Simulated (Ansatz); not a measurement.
**WS₂: a line through a two-coordinate scan**

One line of a two-coordinate grid on WS2 (P-6m2, No. 187; 3 atoms in the cell): equal normal strain along x, y and z is varied, at amplitude of mode 4 (298 cm⁻¹) = −0.057 Å.

Method: DFT PBEsol+D3(BJ), scalar-relativistic, plane waves, PAW, in Ansatz 0.2.0.

3 further runs of the same task are left out: 3 set aside as unsound or not needed.

### Step 1. Starting point

Symmetry: P-6m2, No. 187, hexagonal system. The conventional cell has a = 3.124 Å, b = 3.124 Å, c = 16.936 Å, α = 90.00°, β = 90.00°, γ = 120.00°. W (site symmetry -6m2) has 6 S at 2.39 Å as nearest neighbours. S (site symmetry 3m) has 3 W at 2.39 Å as nearest neighbours.

As a file:

```xyz
3
Lattice="3.1237 0.0000 0.0000 -1.5619 2.7052 0.0000 0.0000 0.0000 16.9363" Properties=species:S:1:pos:R:3 pbc="T T T"
W     0.0000    1.8035    0.0000
S     1.5619    0.9017   15.3637
S     1.5619    0.9017    1.5726
```

It goes back to an entry of the Materials Project, which need not be the stable form.

It is the result of an earlier relaxation at this level (volume 47.71 Å³/atom; gap on the mesh: 1.99 eV).

### Step 2. The scan

The energy is mapped over a normal mode and a strain (zone-centre modes of the cell shown) (x along [1 0 0], y along [1 2 0], z along [0 0 1] of the conventional cell).

The axes are (1) amplitude of mode 4 (298 cm⁻¹), largest displacement in the unstrained cell: 9 values from −0.076 Å; (2) equal normal strain along x, y and z: 7 values from −2.50 %.

Nothing else is relaxed (the pattern is fixed in fractional coordinates). Energies count from the relaxed high-symmetry cell. Points are written as (first, second).

The modes come from a phonon run on the reference cell, made beforehand.

The patterns, per unit of each coordinate (Å):

```
atom      x1     y1     z1
  W1   0.000  0.000  0.000
  S2   1.000  0.000  0.000
  S3  -1.000  0.000  0.000
```

### Step 3. Grid point (−0.057 Å, −2.50 %)

Input file input.yaml:

```yaml
crystal:
  lattice:
    - [3.0456091893, 0.0, 0.0]
    - [-1.5228045946, 2.6375749279, 0.0]
    - [0.0, 0.0, 16.5128702692]
  atoms:
    - { symbol: W, position: [0.3333333333, 0.6666666667, 0.0] }
    - { symbol: S, position: [0.6484190858, 0.3333333333, 0.9071447969] }
    - { symbol: S, position: [0.6849142475, 0.3333333333, 0.0928552031] }
basis:
  ecutwfc: 420
kpoints:
  mp_grid: { grid: [12, 12, 2] }
hamiltonian:
  xc: pbesol
  dispersion: d3bj
scf:
  occupations: { method: gaussian, width: 0.05 }
output:
  forces: true
  stress: true
  eigenvalues: true
```

Command:

```
> ansatz run input.yaml --threads 1 --pin off --max-ram 2048MiB --backend cpu --events-out ev --progress --plain --runs-dir out
```

Further runs follow: the other points of the line.

Before running it: what results should come out? Wanted: for each run, equal normal strain along x, y and z; energy; slope; pressure; largest force on an atom.

As calculated:

| equal normal strain along x, y and z (%) | step | energy (meV) | slope (meV per %) | pressure (GPa) | band gap on the k-mesh (eV) | largest force on an atom (eV/Å) |
| --- | --- | --- | --- | --- | --- | --- |
| −2.50 | 3 | 212 | −146 | 5.7 | 2.11 | 1.79 |
| −1.67 | 4 | 112 | −94 | 3.6 | 2.06 | 1.26 |
| −0.83 | – | 53 | −46 | 1.7 | 2.02 | 0.83 |
| 0.00 | 5 | 34 | −2 | 0.1 | 1.97 | 0.60 |
| 0.83 | 6 | 50 | 39 | −1.4 | 1.93 | 0.69 |
| 1.67 | 7 | 98 | 77 | −2.8 | 1.89 | 0.99 |
| 2.50 | 8 | 177 | 111 | −3.9 | 1.84 | 1.31 |

Energies count from the relaxed high-symmetry cell. Rows without a step come from runs not printed here or follow by symmetry. Slopes come from the forces (and the stress, where the cell changes), not from differences of energies.

The lowest point of the line is at 0.00 %, 34 meV from the zero. Energies and slopes round the minimum, fitted together, put the minimum at 0.033 %, with a curvature of about 51 meV per %². The highest point computed, at −2.50 %, lies 178 meV above the lowest. This is one cut through a surface in two coordinates; the map's lowest point lies off it. With the other coordinates free, the energies away from the reference would be the same or lower. These runs have no spin-orbit coupling; with W it would split and shift bands.

The gaps are Kohn-Sham values of a semilocal functional, not quasiparticle or optical gaps. Such gaps usually fall short of the measured ones.
